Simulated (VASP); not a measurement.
# SiC (Moissanite 6H) (P6_3mc) in VASP: a series of runs

Aim: see how the results for SiC (Moissanite 6H) move with the level of theory and the settings. Levels: rev-vdW-DF2, vdW-DF. Tasks: relaxation of cell and atoms.

Program: VASP 6.6.1. These are calculated values, not measurements. Logs are shortened: lines on timing, memory, paths and dates and some standing lists are left out, and cuts for length are marked.

## (1) The crystal as given

The structure is hexagonal, space group P6_3mc (No. 186). The conventional cell has a = 3.095 Å, b = 3.095 Å, c = 15.170 Å, α = 90.00°, β = 90.00°, γ = 120.00°. Si (site symmetry 3m) has 4 C at 1.90 Å as nearest neighbours. Around Si (site symmetry 3m) lie 4 C at 1.90 Å. Around Si (site symmetry 3m) lie 4 C at 1.90 Å. Around C (site symmetry 3m) lie 4 Si at 1.90 Å. C (site symmetry 3m) is surrounded by 4 Si at 1.90 Å. C (site symmetry 3m) has 4 Si at 1.90 Å as nearest neighbours.

## (2) Relaxation of cell and atoms, rev-vdW-DF2

INCAR

```
SYSTEM = SiC
PREC = Accurate
ENCUT = 600
EDIFF = 1E-7
ISMEAR = -1
SIGMA = 0.05
LREAL = .False.
LASPH = .True.
NELM = 60
ALGO = Normal
ISIF = 3
LWAVE = .False.
LCHARG = .False.
GGA = MK
LUSE_VDW = .True.
AGGAC = 0.0
PARAM1 = 0.1234
PARAM2 = 0.711357
ZAB_VDW = -1.8867
IBRION = 2
NSW = 40
EDIFFG = -0.02
```

KPOINTS

```
regular mesh
0
Gamma
  10 10 2
  0 0 0
```

POSCAR

```
SiC
1.0
    3.0950000000      0.0000000000      0.0000000000
   -1.5475000000      2.6803486247      0.0000000000
    0.0000000000      0.0000000000     15.1700000000
Si C
6 6
Direct
    0.6666666667      0.3333333333      0.4583000000
    0.3333333333      0.6666666667      0.9583000000
    0.6666666667      0.3333333333      0.7917000000
    0.3333333333      0.6666666667      0.2917000000
    0.0000000000      0.0000000000      0.6250000000
    0.0000000000      0.0000000000      0.1250000000
    0.6666666667      0.3333333333      0.3333000000
    0.3333333333      0.6666666667      0.8333000000
    0.6666666667      0.3333333333      0.6667000000
    0.3333333333      0.6666666667      0.1667000000
    0.0000000000      0.0000000000      0.5000000000
    0.0000000000      0.0000000000      0.0000000000
```

Potentials or basis: VASP PAW PBE potentials, release 64 (Si, C).

The run is started by

```
$ cat potpaw_PBE.64/Si/POTCAR potpaw_PBE.64/C/POTCAR > POTCAR
$ mpirun -np 1 vasp_std > vasp.out
```

OUTCAR:

```text
SYSTEM = SiC
   PREC = Accurate
   ENCUT = 600
   EDIFF = 1E-7
   ISMEAR = -1
   LREAL = .False.
   LASPH = .True.
   NELM = 60
   ISIF = 3
   GGA = MK
   IBRION = 2
   NSW = 40
   EDIFFG = -0.02

 ion  position               nearest neighbor table
   1  0.667  0.333  0.458-  11 1.90  11 1.90  11 1.90   7 1.90   4 3.10   4 3.10   4 3.10   5 3.10
                             5 3.10   5 3.10
   2  0.333  0.667  0.958-  12 1.90  12 1.90  12 1.90   8 1.90   3 3.10   3 3.10   3 3.10   6 3.10
                             6 3.10   6 3.10
   3  0.667  0.333  0.792-   8 1.90   8 1.90   8 1.90   9 1.90   2 3.10   2 3.10   2 3.10   5 3.10
                             5 3.10   5 3.10
   4  0.333  0.667  0.292-   7 1.90   7 1.90   7 1.90  10 1.90   1 3.10   1 3.10   1 3.10   6 3.10
                             6 3.10   6 3.10
   5  0.000  0.000  0.625-   9 1.90   9 1.90   9 1.90  11 1.90   3 3.10   1 3.10   3 3.10   1 3.10
                             1 3.10   3 3.10
   6  0.000  0.000  0.125-  10 1.90  10 1.90  10 1.90  12 1.90   4 3.10   2 3.10   2 3.10   4 3.10
                             4 3.10   2 3.10
   7  0.667  0.333  0.333-   4 1.90   4 1.90   4 1.90   1 1.90
   8  0.333  0.667  0.833-   3 1.90   3 1.90   3 1.90   2 1.90
   9  0.667  0.333  0.667-   5 1.90   5 1.90   5 1.90   3 1.90
  10  0.333  0.667  0.167-   6 1.90   6 1.90   6 1.90   4 1.90
  11  0.000  0.000  0.500-   1 1.90   1 1.90   1 1.90   5 1.90
  12  0.000  0.000  0.000-   2 1.90   2 1.90   2 1.90   6 1.90

  LATTYP: Found a hexagonal cell.
 ALAT       =     3.0950000000
 C/A-ratio  =     4.9014539580

  Lattice vectors:

 A1 = (   3.0950000000,   0.0000000000,   0.0000000000)
 A2 = (  -1.5475000000,   2.6803486247,   0.0000000000)
 A3 = (   0.0000000000,   0.0000000000,  15.1700000000)

Analysis of symmetry for initial positions (statically):
=====================================================================
 Subroutine PRICEL returns:
 Original cell was already a primitive cell.

 Routine SETGRP: Setting up the symmetry group for a
 hexagonal supercell.

 Subroutine GETGRP returns: Found 12 space group operations
 (whereof  6 operations were pure point group operations)
 out of a pool of 24 trial point group operations.

The static configuration has the point symmetry C_3v.
 The point group associated with its full space group is C_6v.

Analysis of symmetry for dynamics (positions and initial velocities):
=====================================================================
 Subroutine PRICEL returns:
 Original cell was already a primitive cell.

 Routine SETGRP: Setting up the symmetry group for a
 hexagonal supercell.

 Subroutine GETGRP returns: Found 12 space group operations
 (whereof  6 operations were pure point group operations)
 out of a pool of 24 trial point group operations.

The dynamic configuration has the point symmetry C_3v.
 The point group associated with its full space group is C_6v.

 Subroutine INISYM returns: Found 12 space group operations
 (whereof  6 operations are pure point group operations),
 and found     1 'primitive' translations

----------------------------------------------------------------------------------------

                                     Primitive cell

  volume of cell :     125.8455

  direct lattice vectors                    reciprocal lattice vectors
     3.095000000  0.000000000  0.000000000     0.323101777  0.186542898  0.000000000
    -1.547500000  2.680348625  0.000000000     0.000000000  0.373085796  0.000000000
     0.000000000  0.000000000 15.170000000     0.000000000  0.000000000  0.065919578

  length of vectors
     3.095000000  3.095000000 15.170000000     0.373085796  0.373085796  0.065919578

  position of ions in fractional coordinates (direct lattice)
     0.666666667  0.333333333  0.458300000
     0.333333333  0.666666667  0.958300000
     0.666666667  0.333333333  0.791700000
     0.333333333  0.666666667  0.291700000
     0.000000000  0.000000000  0.625000000
     0.000000000  0.000000000  0.125000000
     0.666666667  0.333333333  0.333300000
     0.333333333  0.666666667  0.833300000
     0.666666667  0.333333333  0.666700000
     0.333333333  0.666666667  0.166700000
     0.000000000  0.000000000  0.500000000
     0.000000000  0.000000000  0.000000000

  ion indices of the primitive-cell ions
   primitive index   ion index
                 1           1
                 2           2
                 3           3
                 4           4
                 5           5
                 6           6
                 7           7
                 8           8
                 9           9
                10          10
                11          11
                12          12

----------------------------------------------------------------------------------------

 KPOINTS: regular mesh

Automatic generation of k-mesh.
 Grid dimensions read from file:
 generate k-points for:   10   10    2

 Generating k-lattice:

  Cartesian coordinates                     Fractional coordinates (reciprocal lattice)
     0.032310178  0.018654290  0.000000000     0.100000000  0.000000000  0.000000000
     0.000000000  0.037308580  0.000000000     0.000000000  0.100000000  0.000000000
     0.000000000  0.000000000  0.032959789     0.000000000  0.000000000  0.500000000

  Length of vectors
     0.037308580  0.037308580  0.032959789

  Shift w.r.t. Gamma in fractional coordinates (k-lattice)
     0.000000000  0.000000000  0.000000000

 Subroutine IBZKPT returns following result:
 ===========================================

 Found     28 irreducible k-points:

 Following reciprocal coordinates:
            Coordinates               Weight
  0.000000  0.000000  0.000000      1.000000
  0.100000 -0.000000  0.000000      6.000000
  0.200000 -0.000000  0.000000      6.000000
  0.300000 -0.000000  0.000000      6.000000
  0.400000 -0.000000  0.000000      6.000000
  0.500000 -0.000000  0.000000      3.000000
[... 16 lines left out ...]
  0.300000  0.100000  0.500000     12.000000
  0.400000  0.100000  0.500000     12.000000
 [... further k-points ...]
   k-points           NKPTS =     28   k-points in BZ     NKDIM =     28   number of bands    NBANDS=     31
   number of dos      NEDOS =    301   number of ions     NIONS =     12
   total plane-waves  NPLWV =  98784
   dimension x,y,z NGX =    28 NGY =   28 NGZ =  126
   dimension x,y,z NGXF=    56 NGYF=   56 NGZF=  252
   ions per type =               6   6
   NGX,Y,Z   is equivalent  to a cutoff of  15.04, 15.04, 13.81 a.u.
   NGXF,Y,Z  is equivalent  to a cutoff of  30.08, 30.08, 27.62 a.u.
 SYSTEM =  SiC
   PREC   = accura    normal or accurate (medium, high low for compatibility)
   ISTART =      0    job   : 0-new  1-cont  2-samecut
   ICHARG =      2    charge: 1-file 2-atom 10-const
   ISPIN  =      1    spin polarized calculation?
   LNONCOLLINEAR =      F non collinear calculations
   LSORBIT =      F    spin-orbit coupling
   LASPH  =      T    aspherical Exc in radial PAW
   ENCUT  =  600.0 eV  44.10 Ry    6.64 a.u.   6.18  6.18 30.30*2*pi/ulx,y,z
   NELM   =     60;   NELMIN=  2; NELMDL= -5     # of ELM steps
   EDIFF  = 0.1E-06   stopping-criterion for ELM
   LREAL  =      F    real-space projection
   EDIFFG = -.2E-01   stopping-criterion for IOM
   NSW    =     40    number of steps for IOM
   IBRION =      2    ionic relax: 0-MD 1-quasi-New 2-CG
   NFREE  =      1    steps in history (QN), initial steepest desc. (CG)
   ISIF   =      3    stress and relaxation
   ISYM   =      2    0-nonsym 1-usesym 2-fastsym
   POTIM  = 0.5000    time-step for ionic-motion
   TEBEG  =    0.0;   TEEND  =   0.0 temperature during run
   PSTRESS=    0.0 pullay stress
   NELECT =      48.0000    total number of electrons
   NUPDOWN=      -1.0000    fix difference up-down
   EMIN   =  10.00;   EMAX   =-10.00  energy-range for DOS
   EFERMI =   0.00;   METHOD = LEGACY
   ISMEAR =    -1;   SIGMA  =   0.05  broadening in eV -4-tet -1-fermi 0-gaus
   EFERMI_NEDOS =   21; number of points for ismear=-14 and -15
   IALGO  =     38    algorithm
   IMIX   =      4    mixing-type and parameters
     AMIX     =   0.40;   BMIX     =  1.00
     AMIX_MAG =   1.60;   BMIX_MAG =  1.00
  volume/ion in A,a.u.               =      10.49        70.77
  Fermi-wavevector in a.u.,A,eV,Ry     =   1.187252  2.243580 19.178312  1.409566
  Thomas-Fermi vector in A             =   2.323407
   LORBIT       =      0    0 simple, 1 ext, 2 COOP (PROOUT), +10 PAW based schemes
   GGA     = MK    functional components
   LHFCALC =     F    Hartree Fock is set to
   AEXX    =    0.0000 exact exchange contribution
   IVDW_NL    =     1    kernel type
   BPARAM     = 6.3000
   IVDW    =     0    specifies the selected vdW correction
   LEPSILON=     F    determine dielectric tensor
   LRPA    =     F    only Hartree local field effects (RPA)
 conjugate gradient relaxation of ions
 non-spin polarized calculation
  energy-cutoff  :      600.00
  volume of cell :      125.85
 maximum number of plane-waves:      4226
 NGX is ok and might be reduce to    28
   NGX = 13   NGY = 13   NGZ = 61

--------------------------------------- Ionic step        1  -------------------------------------------

 number of electron      47.9999999 magnetization

 Free energy of the ion-electron system (eV)
  ---------------------------------------------------
  ext. energy  EPLUGINS =         0.00000000
  ---------------------------------------------------
  free energy    TOTEN  =       -79.41537135 eV

  energy without entropy =      -79.41537135  energy(sigma->0) =      -79.41537135

------------------------ aborting loop because EDIFF is reached ----------------------------------------

  FORCE on cell =-STRESS in cart. coord.  units (eV):
  Direction    XX          YY          ZZ          XY          YZ          ZX
  --------------------------------------------------------------------------------------
  -------------------------------------------------------------------------------------
  Total       -0.9985415     -0.9985415     -0.2955805      0.0000000      0.0000000      0.0000000
  in kB      -12.7127403    -12.7127403     -3.7631268      0.0000000      0.0000000      0.0000000
  external PRESSURE =      -9.7295358 kB  Pullay stress =       0.0000000 kB
[... 129 lines left out ...]
Total vdW correction in eV:      5.3751324

--------------------------------------- Ionic step        4  -------------------------------------------

 number of electron      47.9999999 magnetization

 Free energy of the ion-electron system (eV)
  ---------------------------------------------------
  ext. energy  EPLUGINS =         0.00000000
  ---------------------------------------------------
  free energy    TOTEN  =       -79.41828290 eV

  energy without entropy =      -79.41828290  energy(sigma->0) =      -79.41828290

 E-fermi :   9.0242     XC(G=0): -11.3279

 val. band max:        8.0056881284   @ k =   0.0000   0.0000   0.0000
 cond. band min:      10.0618545761   @ k =   0.5000  -0.0000   0.0000
 fundamental gap:      2.0561664478
 Fermi energy:         9.0242237212

 k-point     1 :       0.0000    0.0000    0.0000
  band No.  band energies     occupation
      1      -7.3404      2.00000
      2      -6.8225      2.00000
      3      -6.7882      2.00000
      4      -5.3056      2.00000
      5      -5.2766      2.00000
      6      -3.8037      2.00000
[... 805 lines left out ...]
     30      13.2852      0.00000
     31      13.7687      0.00000

 [... further k-points ...]

------------------------ aborting loop because EDIFF is reached ----------------------------------------

  FORCE on cell =-STRESS in cart. coord.  units (eV):
  Direction    XX          YY          ZZ          XY          YZ          ZX
  --------------------------------------------------------------------------------------
  -------------------------------------------------------------------------------------
  Total        0.0172413      0.0172413      0.0647785      0.0000000      0.0000000      0.0000000
  in kB        0.2205528      0.2205528      0.8286536      0.0000000      0.0000000      0.0000000
  external PRESSURE =       0.4232530 kB  Pullay stress =       0.0000000 kB
[... 27 lines left out ...]
  FREE ENERGIE OF THE ION-ELECTRON SYSTEM (eV)
  ---------------------------------------------------
  free  energy   TOTEN  =       -79.4182829028 eV

  energy  without entropy=      -79.4182829027  energy(sigma->0) =      -79.41828290

Total vdW correction in eV:      5.3747565

 reached required accuracy - stopping structural energy minimisation
```

Wall time 9 min (1 thread of Intel Xeon 6975P-C (Granite Rapids), shared host); peak memory 0.84 GiB.

Results:

- Free energy: -79.4183 eV
- Relaxed volume: 10.44 Å³/atom
- Relaxed cell: a = 3.089 Å, b = 3.089 Å, c = 15.159 Å, α = 90.00°, β = 90.00°, γ = 120.00°
- Space group after relaxing (to 0.05 Å): P6_3mc (No. 186)
- Energy gained by relaxing: 0.2 meV/atom
- Ionic steps: 4
- Pressure after relaxing: 0.0 GPa
- Largest force after relaxing: 0.011 eV/Å
- Band gap on the k mesh: 2.06 eV, indirect (least direct gap 3.15 eV)

Forces on the atoms (eV/Å):
```
Si   0.000  0.000  0.003
Si   0.000  0.000  0.003
Si   0.000  0.000  0.005
Si   0.000  0.000  0.005
Si   0.000  0.000  0.005
Si   0.000  0.000  0.005
C    0.000  0.000 -0.003
C    0.000  0.000 -0.003
C    0.000  0.000  0.000
C    0.000  0.000  0.000
C    0.000  0.000 -0.011
C    0.000  0.000 -0.011
```

The path:
```csv
step,energy change (eV),largest force (eV/Å),pressure (GPa),volume (Å³)
1,0.0000,0.1419,-0.97,125.85
2,0.0000,0.1106,1.02,124.69
3,-0.0028,0.0347,0.02,125.26
4,-0.0029,0.0105,0.04,125.25
```

Final structure:
```
Si C
1.0
     3.08875    0.00000    0.00000
    -1.54437    2.67493    0.00000
     0.00000    0.00000   15.15911
Si C
6 6
Direct
  0.66667 0.33333 0.45827
  0.33333 0.66667 0.95827
  0.66667 0.33333 0.79180
  0.33333 0.66667 0.29180
  0.00000 0.00000 0.62504
  0.00000 0.00000 0.12504
  0.66667 0.33333 0.33332
  0.33333 0.66667 0.83332
  0.66667 0.33333 0.66686
  0.33333 0.66667 0.16686
  0.00000 0.00000 0.49971
  0.00000 0.00000 0.99971
```

Levels at points of the mesh, in eV from the valence-band top:
```
           k point  band 22  band 23  band 24  band 25  band 26  band 27
(0.00, 0.00, 0.00)    -0.04     0.00     0.00     5.14     5.31     5.70
(0.50, 0.00, 0.00)    -1.77    -1.65    -1.10     2.06     2.24     3.23
(0.00, 0.00, 0.50)    -0.10    -0.10    -0.10     5.20     5.20     5.94
(0.50, 0.00, 0.50)    -1.71    -1.30    -1.30     2.10     2.10     3.44
```

Caveat: the PAW data sets were made with another functional, which shifts forces and pressure a little. A k mesh can miss the band edges.

## (3) Relaxation of cell and atoms, vdW-DF

INCAR

```
PREC = Accurate
ENCUT = 600
EDIFF = 1E-7
ISMEAR = -1
SIGMA = 0.05
LREAL = False
LASPH = True
NELM = 100
ALGO = Fast
ISIF = 3
LWAVE = False
LCHARG = False
GGA = RE
LUSE_VDW = True
AGGAC = 0.0
IBRION = 2
NSW = 40
EDIFFG = -0.02
```

KPOINTS

```
Automatic mesh
0
Gamma
  10 10 2
```

POSCAR is that of step 2.

Potentials or basis: VASP PAW PBE potentials, release 64 (Si, C).

The run is started by

```
$ cat potpaw_PBE.64/Si/POTCAR potpaw_PBE.64/C/POTCAR > POTCAR
$ mpirun -np 1 vasp_std > vasp.out
```

It took 12 min on 1 thread of Intel Xeon 6975P-C (Granite Rapids), shared host; peak memory 0.83 GiB.

Results (log left out):

* Free energy: -70.2232 eV
* Relaxed volume: 10.70 Å³/atom
* Relaxed cell: a = 3.114 Å, b = 3.114 Å, c = 15.286 Å, α = 90.00°, β = 90.00°, γ = 120.00°
* Space group after relaxing (to 0.05 Å): P6_3mc (No. 186)
* Energy gained by relaxing: 2.9 meV/atom
* Ionic steps: 5
* Pressure after relaxing: 0.1 GPa
* Largest force after relaxing: 0.018 eV/Å
* Band gap on the k mesh: 2.29 eV, indirect (least direct gap 3.37 eV)

Forces on the atoms (eV/Å):
```
Si   0.000  0.000  0.007
Si   0.000  0.000  0.007
Si   0.000  0.000  0.003
Si   0.000  0.000  0.003
Si   0.000  0.000  0.005
Si   0.000  0.000  0.005
C    0.000  0.000 -0.003
C    0.000  0.000 -0.003
C    0.000  0.000  0.006
C    0.000  0.000  0.006
C    0.000  0.000 -0.018
C    0.000  0.000 -0.018
```

The path:
```csv
step,energy change (eV),largest force (eV/Å),pressure (GPa),volume (Å³)
1,0.0000,0.1398,4.27,125.85
2,-0.0037,0.1041,-3.77,131.00
3,-0.0350,0.0377,-0.01,128.46
4,-0.0350,0.0363,0.07,128.40
5,-0.0351,0.0176,0.06,128.41
```

Final structure:
```
Si C
1.0
     3.11444    0.00000    0.00000
    -1.55722    2.69718    0.00000
     0.00000    0.00000   15.28639
Si C
6 6
Direct
  0.66667 0.33333 0.45826
  0.33333 0.66667 0.95826
  0.66667 0.33333 0.79179
  0.33333 0.66667 0.29179
  0.00000 0.00000 0.62505
  0.00000 0.00000 0.12505
  0.66667 0.33333 0.33331
  0.33333 0.66667 0.83331
  0.66667 0.33333 0.66686
  0.33333 0.66667 0.16686
  0.00000 0.00000 0.49973
  0.00000 0.00000 0.99973
```

Levels at points of the mesh, in eV from the valence-band top:
| k point | band 22 | band 23 | band 24 | band 25 | band 26 | band 27 |
| --- | --- | --- | --- | --- | --- | --- |
| (0.00, 0.00, 0.00) | -0.04 | 0.00 | 0.00 | 5.05 | 5.23 | 5.60 |
| (0.50, 0.00, 0.00) | -1.73 | -1.59 | -1.08 | 2.29 | 2.46 | 3.41 |
| (0.00, 0.00, 0.50) | -0.09 | -0.09 | -0.09 | 5.12 | 5.12 | 5.84 |
| (0.50, 0.00, 0.50) | -1.67 | -1.28 | -1.28 | 2.32 | 2.32 | 3.62 |

Caveat: the PAW data sets were made with another functional, which shifts forces and pressure a little. A k mesh can miss the band edges.
